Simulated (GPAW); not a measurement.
# InP (F-43m) in GPAW: settings compared, part 2 of 2

GPAW 26.7.0.

## 3. Single point, PBE

The input, run.py:

```python
from ase import Atoms
from ase.dft.bandgap import bandgap
from ase.io import write
from ase.units import GPa
from gpaw import GPAW, PW

atoms = Atoms(['In', 'P'],
              cell=[[0.0, 2.9305, 2.9305],
                    [2.9305, 0.0, 2.9305],
                    [2.9305, 2.9305, 0.0]],
              scaled_positions=[[0.0, 0.0, 0.0],
                                [0.75, 0.75, 0.75]],
              pbc=True)

calc = GPAW(mode=PW(600),
            xc='PBE',
            kpts={'size': (8, 8, 8), 'gamma': True},
            occupations={'name': 'methfessel-paxton', 'order': 0, 'width': 0.028999999999999998},
            nbands=18,
            convergence={'density': 1e-05, 'energy': 1e-05},
            maxiter=150,
            txt='gpaw.txt')
atoms.calc = calc
energy = atoms.get_potential_energy()
forces = atoms.get_forces()
stress = atoms.get_stress()
calc.write('gs.gpw')
write('result.traj', atoms)
print(f'Energy: {energy:.6f} eV')
print('Forces (eV/A):')
print(forces.round(4))
print('Stress (GPa):', (stress / GPa).round(3))
print('Fermi level:', round(calc.get_fermi_level(), 4), 'eV')
print(f'Gap: {bandgap(calc)[0]:.4f} eV, direct: {bandgap(calc, direct=True)[0]:.4f} eV')
```

Potentials or basis: GPAW PAW data sets (gpaw-data 1.2.1), pw.

Command:

```console
$ OMP_NUM_THREADS=1 python run.py
```

Run time: 16 s. Hardware: 1 thread of Arm Neoverse V1, shared host; peak memory 0.16 GiB.

Results (log left out):

| Property | Result |
| --- | --- |
| Free energy | -8.6125 eV |
| Pressure | 3.0 GPa |
| Band gap on the k mesh | 0.71 eV, direct |

Levels at points of the mesh, in eV from the valence-band top:
| k point | band 5 | band 6 | band 7 | band 8 | band 9 | band 10 | band 11 | band 12 | band 13 | band 14 |
| --- | --- | --- | --- | --- | --- | --- | --- | --- | --- | --- |
| (0.00, 0.00, 0.00) | -13.95 | -11.52 | 0.00 | 0.00 | 0.00 | 0.71 | 4.06 | 4.06 | 4.06 | 8.61 |
| (0.50, 0.50, 0.00) | -13.91 | -9.14 | -5.75 | -2.33 | -2.33 | 1.76 | 2.28 | 9.21 | 9.57 | 9.57 |
| (0.50, 0.50, 0.50) | -13.93 | -9.79 | -5.73 | -0.98 | -0.98 | 1.50 | 4.80 | 4.80 | 7.11 | 9.49 |

Caveat: spin-orbit coupling is left out, which moves the levels of the heavy elements.

## 4. Single point, PBE

Changes to run.py since step 3:

```diff
@@ -3,4 +3,5 @@
 from ase.io import write
-from ase.units import GPa
+from ase.units import Bohr, GPa
 from gpaw import GPAW, PW
+from gpaw.elf import elf_from_dft_calculation
 
@@ -17,3 +18,3 @@
             kpts={'size': (8, 8, 8), 'gamma': True},
-            occupations={'name': 'methfessel-paxton', 'order': 0, 'width': 0.028999999999999998},
+            occupations={'name': 'methfessel-paxton', 'order': 0, 'width': 0.03},
             nbands=18,
@@ -34 +35,6 @@
 print(f'Gap: {bandgap(calc)[0]:.4f} eV, direct: {bandgap(calc, direct=True)[0]:.4f} eV')
+
+# fields on the real-space grid
+write('density.cube', atoms, data=calc.get_pseudo_density() * Bohr**3)
+write('potential.cube', atoms, data=calc.get_electrostatic_potential())
+write('elf.cube', atoms, data=elf_from_dft_calculation(calc).data)
```

Command:

```console
$ OMP_NUM_THREADS=1 python run.py
```

Run time: 17 s. Hardware: 1 thread of Arm Neoverse V1, shared host; peak memory 0.16 GiB.

It converged, with:

* Free energy: -8.6125 eV
* Pressure: 3.0 GPa
* Band gap on the k mesh: 0.71 eV, direct

Levels at points of the mesh, in eV from the valence-band top:
| k point | band 6 | band 7 | band 8 | band 9 | band 10 | band 11 | band 12 | band 13 |
| --- | --- | --- | --- | --- | --- | --- | --- | --- |
| (0.00, 0.00, 0.00) | -11.52 | 0.00 | 0.00 | 0.00 | 0.71 | 4.06 | 4.06 | 4.06 |
| (0.50, 0.50, 0.00) | -9.14 | -5.75 | -2.33 | -2.33 | 1.76 | 2.28 | 9.21 | 9.57 |
| (0.50, 0.50, 0.50) | -9.79 | -5.73 | -0.98 | -0.98 | 1.50 | 4.80 | 4.80 | 7.11 |

Caveat: spin-orbit coupling is left out, which moves the levels of the heavy elements.

## 5. Single point, PBEsol

The input, run.py:

```python
from ase.dft.bandgap import bandgap
from ase.io import read, write
from ase.units import GPa
from gpaw import GPAW, PW, setup_paths

setup_paths.insert(0, '.')

atoms = read('InP.xyz')

calc = GPAW(mode=PW(600),
            xc='PBEsol',
            kpts={'size': (8, 8, 8), 'gamma': True},
            occupations={'name': 'methfessel-paxton', 'order': 0, 'width': 0.05},
            nbands=18,
            convergence={'density': 1e-05, 'energy': 1e-05},
            maxiter=150,
            txt='gpaw.txt')
atoms.calc = calc
energy = atoms.get_potential_energy()
forces = atoms.get_forces()
stress = atoms.get_stress()
calc.write('gs.gpw')
write('result.traj', atoms)
print(f'Energy: {energy:.6f} eV')
print('Forces (eV/A):')
print(forces.round(4))
print('Stress (GPa):', (stress / GPa).round(3))
print('Fermi level:', round(calc.get_fermi_level(), 4), 'eV')
print(f'Gap: {bandgap(calc)[0]:.4f} eV, direct: {bandgap(calc, direct=True)[0]:.4f} eV')
```

The input, InP.xyz:

```xyz
2
Lattice="0.0000000000 2.9305000000 2.9305000000 2.9305000000 0.0000000000 2.9305000000 2.9305000000 2.9305000000 0.0000000000" Properties=species:S:1:pos:R:3 pbc="T T T"
In     0.0000000000      0.0000000000      0.0000000000
P      4.3957500000      4.3957500000      4.3957500000
```

Potentials or basis: PAW data sets generated in the run's folder for this functional, pw.

Command:

```console
$ gpaw-setup -f PBEsol In P
$ OMP_NUM_THREADS=1 python run.py
```

It took 19 s on 1 thread of Arm Neoverse V1, shared host; peak memory 0.16 GiB.

It converged, with:

```yaml
Free_energy: -9.3815 eV
Pressure: 0.4 GPa
Band_gap_on_the_k_mesh: 0.61 eV, direct
```

Levels at points of the mesh, in eV from the valence-band top:
```
           k point  band 7  band 8  band 9  band 10  band 11  band 12
(0.00, 0.00, 0.00)    0.00    0.00    0.00     0.61     3.99     3.99
(0.50, 0.50, 0.00)   -5.81   -2.37   -2.37     1.63     2.17     9.09
(0.50, 0.50, 0.50)   -5.80   -0.99   -0.99     1.40     4.72     4.72
```

Caveat: spin-orbit coupling is left out, which moves the levels of the heavy elements.

## 6. Single point, PBEsol

Changes to run.py since step 5:

```diff
@@ -7,3 +7,3 @@
 
-atoms = read('InP.xyz')
+atoms = read('POSCAR')
 
@@ -12,3 +12,3 @@
             kpts={'size': (8, 8, 8), 'gamma': True},
-            occupations={'name': 'methfessel-paxton', 'order': 0, 'width': 0.05},
+            occupations={'name': 'methfessel-paxton', 'order': 0, 'width': 0.02},
             nbands=18,
```

The input, POSCAR:

```
InP
1.0
    0.0000000000      2.9305000000      2.9305000000
    2.9305000000      0.0000000000      2.9305000000
    2.9305000000      2.9305000000      0.0000000000
In P
1 1
Direct
    0.0000000000      0.0000000000      0.0000000000
    0.7500000000      0.7500000000      0.7500000000
```

Potentials or basis: PAW data sets generated in the run's folder for this functional, pw.

Command:

```console
$ gpaw-setup -f PBEsol In P
$ OMP_NUM_THREADS=1 python run.py
```

Run time: 19 s. Hardware: 1 thread of Arm Neoverse V1, shared host; peak memory 0.16 GiB.

Results (log left out):

```yaml
Free_energy: -9.3815 eV
Pressure: 0.4 GPa
Band_gap_on_the_k_mesh: 0.61 eV, direct
```

Levels at points of the mesh, in eV from the valence-band top:
```csv
k point,band 6,band 7,band 8,band 9,band 10,band 11,band 12,band 13
"(0.00, 0.00, 0.00)",-11.55,0.00,0.00,0.00,0.61,3.99,3.99,3.99
"(0.50, 0.50, 0.00)",-9.13,-5.81,-2.37,-2.37,1.63,2.17,9.09,9.50
"(0.50, 0.50, 0.50)",-9.79,-5.80,-0.99,-0.99,1.40,4.72,4.72,6.95
```

Caveat: spin-orbit coupling is left out, which moves the levels of the heavy elements.

## 7. The runs side by side

```tsv
task	level	potentials or basis	cell	smearing	eigensolver	optimizer	fmax	max steps	convergence	gap on the mesh (eV)	pressure (GPa)
relaxation of cell and atoms	BLYP+D4	PAW data sets generated in the run's folder for this functional, pw	relaxed	fermi-dirac 0.05 eV	davidson	LBFGS	0.02 eV/Å	60	density=1e-05 forces=0.0001	0.43	0.1
single point	PBE	GPAW PAW data sets (gpaw-data 1.2.1), pw	as given	gaussian 0.029 eV	-	-	-	-	-	0.71	3.0
single point	PBE	GPAW PAW data sets (gpaw-data 1.2.1), pw	as given	gaussian 0.03 eV	-	-	-	-	-	0.71	3.0
single point	PBEsol	PAW data sets generated in the run's folder for this functional, pw	as given	gaussian 0.05 eV	-	-	-	-	-	0.61	0.4
single point	PBEsol	PAW data sets generated in the run's folder for this functional, pw	as given	gaussian 0.02 eV	-	-	-	-	-	0.61	0.4
```

Alike in all rows: no spin polarisation; k mesh 8 × 8 × 8; cutoff (eV) 600.

Caveats: spin-orbit coupling is left out, which moves the levels of the heavy elements; later steps reuse the first step's grids (some runs).

Absolute energies hang on the potentials; compare differences alone.

## 8. Comparison with measurements

Step 3. A measured gap of InP is 1.4236 eV (direct; 1.6 K; a printed reference work, data compilation); the calculated 0.71 eV misses it by -0.71 eV. Spin-orbit coupling on In is left out. The value is that of PBE, without temperature or zero-point motion. Semilocal functionals fall short of measured gaps as a rule.

Step 4. Against the measured gap of InP, 1.4236 eV (direct; 1.6 K; a printed reference work, data compilation), the calculated 0.71 eV is off by -0.71 eV. Spin-orbit coupling on In is left out. The value is that of PBE, without temperature or zero-point motion. Semilocal functionals fall short of measured gaps as a rule.

Step 5. A measured gap of InP is 1.4236 eV (direct; 1.6 K; a printed reference work, data compilation); the calculated 0.61 eV misses it by -0.81 eV. Spin-orbit coupling on In is left out. The value is that of PBEsol, without temperature or zero-point motion. Semilocal functionals fall short of measured gaps as a rule.

Step 6. Measured gap of InP: 1.4236 eV (direct; 1.6 K; a printed reference work, data compilation). This calculation gives 0.61 eV (-0.81 eV). Spin-orbit coupling on In is left out. The value is that of PBEsol, without temperature or zero-point motion. Semilocal functionals fall short of measured gaps as a rule.
